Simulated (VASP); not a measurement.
```
CELL_PARAMETERS angstrom
0.00000 2.10550 2.10550
2.10550 0.00000 2.10550
2.10550 2.10550 0.00000
ATOMIC_POSITIONS crystal
Mg 0.00000 0.00000 0.00000
O 0.50000 0.50000 0.50000
```

- orbitals: PBE
- datasets: PAW potentials of the _GW family
- k mesh: 6×6×6
- bands in all: 188
- response cutoff: 180 eV
- wave cutoff: 429.9 eV
- frequencies: real axis, 100 points
- long-wave heads: k·p
- q → 0 term: probe-charge (Ewald) weight
- potentials: Mg_sv_GW, O_GW
- band sums: cut at the band count

Program: VASP. The Kohn-Sham gap (direct at Γ) is 4.75 eV.

(1) What G0W0 gap follows between the same band edges?

Results:

(1) 7.22 eV, a change of +2.48 eV. The valence edge moves by -1.47 eV (Z = 0.79) and the conduction edge by +1.00 eV (Z = 0.84).

Band sums or response are cut, so the gap isn't at its basis limit.
